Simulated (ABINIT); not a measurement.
# PbS (Galena) (Fm-3m) in ABINIT: further runs, part 2 of 2

ABINIT 10.8.3 (patched build). Earlier steps stand in the parts before.

## 5. Band structure, revPBE

Input file run.abi:

```
# Datasets: ground state, then fixed potential
ndtset 2

# Pseudopotentials
pp_dirpath "./"
pseudos "Pb.GGA_PBE-JTH_sp.xml, S.GGA_PBE-JTH.xml"

# Structure
acell 3*1.0 Angstrom
rprim
     0.0000000000     2.9657500000     2.9657500000
     2.9657500000     0.0000000000     2.9657500000
     2.9657500000     2.9657500000     0.0000000000
ntypat 2
znucl 82 16
natom 2
typat 1 2
xred
     0.0000000000     0.0000000000     0.0000000000
     0.5000000000     0.5000000000     0.5000000000

# Plane-wave basis
ecut 20.0
pawecutdg 40.0

# Exchange and correlation
ixc 14

# Bands and occupations
occopt 3
tsmear 0.05 eV

# SCF cycle
nstep 100

# Output
iomode 3
prtwf 0
prteig 0
prtebands 0
prtden1 1

# Dataset 1
kptopt1 1
ngkpt1 8 8 8
nshiftk1 1
shiftk1 0.0 0.0 0.0
nband1 9
tolvrs1 1.0e-9

# Dataset 2: bands along G-X-W-K-G-L-U-W-L-K
iscf2 -2
getden2 1
nband2 13
nbdbuf2 2
tolwfr2 1.0e-12
kptopt2 -9
ndivsm2 6
prteig2 1
kptbounds2
     0.0000000000     0.0000000000     0.0000000000
     0.5000000000     0.0000000000     0.5000000000
     0.5000000000     0.2500000000     0.7500000000
     0.3750000000     0.3750000000     0.7500000000
     0.0000000000     0.0000000000     0.0000000000
     0.5000000000     0.5000000000     0.5000000000
     0.6250000000     0.2500000000     0.6250000000
     0.5000000000     0.2500000000     0.7500000000
     0.5000000000     0.5000000000     0.5000000000
     0.3750000000     0.3750000000     0.7500000000
```

Potentials or basis: JTH PAW PBE v2.0 sp.

The run is started by

```
> abinit run.abi > log 2>&1
```

Run time: 62 s. Hardware: 1 thread of AMD EPYC 7R43 (Zen 3), shared host; peak memory 0.13 GiB.

Results (log left out):

| Item | Value |
| --- | --- |
| Free energy | -381.0774 eV |
| Pressure | 3.7 GPa |
| Band gap on the k mesh | 0.46 eV, direct |
| Band gap along the path | 0.46 eV, direct |
| Valence electrons inside the program's atomic spheres | Pb 2.51; S 3.51 |

Levels at the corners of the path, in eV from the valence-band top:
```csv
point,band 1,band 2,band 3,band 4,band 5,band 6,band 7,band 8,band 9,band 10
Γ,-13.58,-6.03,-2.11,-2.11,-2.11,5.26,5.26,5.26,6.42,6.42
X,-12.09,-7.21,-5.16,-3.40,-3.40,3.89,5.68,5.75,5.75,8.86
W,-12.00,-7.95,-4.40,-4.40,-1.02,2.23,4.77,4.77,7.81,7.81
K,-12.05,-7.98,-4.75,-2.92,-2.47,3.41,4.15,5.17,6.11,9.29
Γ,-13.58,-6.03,-2.11,-2.11,-2.11,5.26,5.26,5.26,6.42,6.42
L,-12.33,-8.86,-1.79,-1.79,0.00,0.46,2.00,2.00,8.07,9.28
U,-12.05,-7.98,-4.75,-2.92,-2.47,3.41,4.15,5.17,6.11,9.29
W,-12.00,-7.95,-4.40,-4.40,-1.02,2.23,4.77,4.77,7.81,7.81
L,-12.33,-8.86,-1.79,-1.79,0.00,0.46,2.00,2.00,8.07,9.28
K,-12.05,-7.98,-4.75,-2.92,-2.47,3.41,4.15,5.17,6.11,9.29
```

Caveat: the PAW data sets were made with another functional, which shifts forces and pressure a little; spin-orbit coupling is left out, which as a rule narrows the gap of such compounds by several tenths of an eV; this set keeps more shells in the core, which shifts pressures and gaps.

## 6. Band structure, BLYP

run.abi, as its differences from that of step 5:

```diff
@@ -5,10 +5,10 @@
 pp_dirpath "./"
-pseudos "Pb.GGA_PBE-JTH_sp.xml, S.GGA_PBE-JTH.xml"
+pseudos "Pb.GGA_PBE-JTH.xml, S.GGA_PBE-JTH.xml"
 
 # Structure
-acell 3*1.0 Angstrom
+acell 4.1942038726 4.1942038726 4.1942038726 Angstrom
 rprim
-     0.0000000000     2.9657500000     2.9657500000
-     2.9657500000     0.0000000000     2.9657500000
-     2.9657500000     2.9657500000     0.0000000000
+     0.0000000000     0.7071067812     0.7071067812
+     0.7071067812     0.0000000000     0.7071067812
+     0.7071067812     0.7071067812     0.0000000000
 ntypat 2
@@ -26,3 +26,3 @@
 # Exchange and correlation
-ixc 14
+ixc -106131
 
@@ -47,3 +47,3 @@
 shiftk1 0.0 0.0 0.0
-nband1 9
+nband1 14
 tolvrs1 1.0e-9
@@ -53,3 +53,3 @@
 getden2 1
-nband2 13
+nband2 18
 nbdbuf2 2
@@ -57,4 +57,5 @@
 kptopt2 -9
-ndivsm2 6
+ndivsm2 8
 prteig2 1
+prtvol2 -3
 kptbounds2
```

Potentials or basis: JTH PAW PBE v2.0.

The run is started by

```
> abinit run.abi > log 2>&1
```

run.abo:

```text
.Version 10.8.3 of ABINIT
 DATASET    1 : space group Fm -3 m (#225); Bravais cF (face-center cubic)
================================================================================
 Values of the parameters that define the memory need for DATASET  1.
     intxc =       0    ionmov =       0      iscf =      17    lmnmax =      18
     lnmax =       6     mgfft =      32  mpssoang =       3    mqgrid =    3001
     natom =       2  nloc_mem =       2    nspden =       1   nspinor =       1
    nsppol =       1      nsym =      48    n1xccc =       1    ntypat =       2
    occopt =       3   xclevel =       2
       mpw =        1540          nfft =       32768          nkpt =          29
 PAW method is used; the additional fine FFT grid is defined by:
   mgfftf=        48    nfftf =    110592
================================================================================
================================================================================

 DATASET    2 : space group Fm -3 m (#225); Bravais cF (face-center cubic)
================================================================================
 Values of the parameters that define the memory need for DATASET  2.
     intxc =       0    ionmov =       0      iscf =      -2    lmnmax =      18
     lnmax =       6     mgfft =      32  mpssoang =       3    mqgrid =    3001
     natom =       2  nloc_mem =       2    nspden =       1   nspinor =       1
    nsppol =       1      nsym =      48    n1xccc =       1    ntypat =       2
    occopt =       3   xclevel =       2
       mpw =        1540          nfft =       32768          nkpt =         139
 PAW method is used; the additional fine FFT grid is defined by:
   mgfftf=        48    nfftf =    110592
[... 1337 lines left out ...]
   0.58214    0.58973
 kpt#   5, nband= 18, wtk=  1.00000, kpt=  0.0870  0.0000  0.0870 (reduced coord)
[... 525 lines left out ...]
   0.14229    0.16322    0.34386    0.37001    0.41389    0.49897    0.60865    0.61983
   0.69395    0.73145
 kpt# 137, nband= 18, wtk=  1.00000, kpt=  0.3929  0.3929  0.7143 (reduced coord)
  -0.38281   -0.37963   -0.37907   -0.37833   -0.37792   -0.20012   -0.06368    0.07520
   0.13897    0.15803    0.35142    0.37686    0.41918    0.49053    0.61182    0.62895
   0.69729    0.72799
 kpt# 138, nband= 18, wtk=  1.00000, kpt=  0.3839  0.3839  0.7321 (reduced coord)
  -0.38305   -0.37974   -0.37896   -0.37825   -0.37788   -0.19921   -0.06085    0.07039
   0.13597    0.15332    0.35808    0.38333    0.42332    0.48261    0.61608    0.63725
   0.70086    0.72304
 kpt# 139, nband= 18, wtk=  1.00000, kpt=  0.3750  0.3750  0.7500 (reduced coord)
  -0.38325   -0.37984   -0.37887   -0.37817   -0.37785   -0.19869   -0.05829    0.06737
   0.13331    0.14909    0.36377    0.38933    0.42621    0.47540    0.62141    0.64365
   0.70562    0.71666

== END DATASET(S) ==============================================================
================================================================================

 -outvars: echo values of variables after computation  --------
            acell      7.9258966354E+00  7.9258966354E+00  7.9258966354E+00 Bohr
           etotal1    -7.1448523183E+01
            fcart1    -0.0000000000E+00 -0.0000000000E+00 -0.0000000000E+00
                      -0.0000000000E+00 -0.0000000000E+00 -0.0000000000E+00
            rprim      0.0000000000E+00  7.0710678120E-01  7.0710678120E-01
                       7.0710678120E-01  0.0000000000E+00  7.0710678120E-01
                       7.0710678120E-01  7.0710678120E-01  0.0000000000E+00
           strten1    -1.9277218495E-04 -1.9277218495E-04 -1.9277218495E-04
                       0.0000000000E+00  0.0000000000E+00  0.0000000000E+00
           xangst      0.0000000000E+00  0.0000000000E+00  0.0000000000E+00
                       2.9657500001E+00  2.9657500001E+00  2.9657500001E+00
             xred      0.0000000000E+00  0.0000000000E+00  0.0000000000E+00
                       5.0000000000E-01  5.0000000000E-01  5.0000000000E-01
 Calculation completed.
```

Run time: 2.4 min. Hardware: 1 thread of AMD EPYC 7R43 (Zen 3), shared host; peak memory 0.16 GiB.

What came out:

```yaml
Free_energy: -1944.2134 eV
Band_gap_on_the_k_mesh: 0.51 eV, direct
Valence_electrons_inside_the_program's_atomic_spheres: Pb 11.33; S 3.54
```

Levels at the corners of the path, in eV from the valence-band top:
```
point  band 6  band 7  band 8  band 9  band 10  band 11  band 12  band 13  band 14  band 15
    Γ  -13.53   -6.13   -2.10   -2.10    -2.10     5.14     5.14     5.14     6.99     6.99
    X  -11.87   -7.32   -5.05   -3.34    -3.34     4.24     5.62     5.64     5.64    11.25
    W  -11.83   -8.03   -4.29   -4.29    -0.98     2.22     4.80     4.80     8.31     8.31
    K  -11.87   -8.05   -4.63   -2.84    -2.41     3.43     4.13     5.13     6.47    10.44
    Γ  -13.53   -6.13   -2.10   -2.10    -2.10     5.14     5.14     5.14     6.99     6.99
    L  -12.29   -8.88   -1.68   -1.68     0.00     0.51     2.00     2.00     9.07    10.25
    U  -11.87   -8.05   -4.63   -2.84    -2.41     3.43     4.13     5.13     6.47    10.44
    W  -11.83   -8.03   -4.29   -4.29    -0.98     2.22     4.80     4.80     8.31     8.31
    L  -12.29   -8.88   -1.68   -1.68     0.00     0.51     2.00     2.00     9.07    10.25
    K  -11.87   -8.05   -4.63   -2.84    -2.41     3.43     4.13     5.13     6.47    10.44
```

Caveat: the cutoff is too short for stress, so the log's stress isn't used; the PAW data sets were made with another functional, which shifts forces and pressure a little; spin-orbit coupling is left out, which as a rule narrows the gap of such compounds by several tenths of an eV. A k mesh can miss the band edges.

## 7. The runs side by side

```tsv
level	potentials or basis	gap on the mesh (eV)	pressure (GPa)
RPBE	JTH PAW PBE v2.0 sp	0.49	4.2
rPW86PBE	JTH PAW PBE v2.0	0.40	-
BP86	JTH PAW PBE v2.0	0.38	-
revPBE	JTH PAW PBE v2.0 sp	0.46	3.7
BLYP	JTH PAW PBE v2.0	0.51	-
```

Alike in all rows: task band structure; no spin polarisation; cell as given; k mesh 8 × 8 × 8; cutoff (eV) 544; smearing fermi-dirac 0.05 eV.

Caveats: the PAW data sets were made with another functional, which shifts forces and pressure a little; spin-orbit coupling is left out, which as a rule narrows the gap of such compounds by several tenths of an eV; this set keeps more shells in the core, which shifts pressures and gaps (some runs).

Total energies depend on the potentials used, so only differences within one code and one set of settings carry meaning.
